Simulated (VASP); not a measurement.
PtSe:

```
Pt Se
1.0
     0.00000    3.03745    3.03745
     3.03745    0.00000    3.03745
     3.03745    3.03745    0.00000
Pt Se
1 1
Direct
  0.00000 0.00000 0.00000
  0.25000 0.25000 0.25000
```

The cell comes from a database or a generator and needn't be the stable form of this composition.

Base run:

* Program: VASP 6.6.1
* Functional: PBE
* Potentials or basis: VASP PAW PBE potentials, release 64 (Pt, Se)
* Cutoff: 520 eV
* k mesh: 5 × 5 × 5
* Occupations: gaussian, width 0.05 eV
* Spin: collinear spin, zero start
* Starting moments: [0.0, 0.0] μB
* Hubbard terms: Pt d U = 4 eV

Its results: band gap on the k mesh none (metal or under the smearing width); pressure -11.9 GPa; net moment 0.00 μB per cell.

Question: The run is repeated on the same cell with these changes: hubbard terms from Pt d U = 4 eV to Pt d U = 2 eV; further incar settings from ALGO = Fast; EDIFF = 1e-06 to ALGO = Fast; EDIFF = 1e-06; NBANDS = 19. What comes out?

Answer: Band gap on the k mesh none (metal or under the smearing width); pressure -11.3 GPa; net moment 0.00 μB per cell.
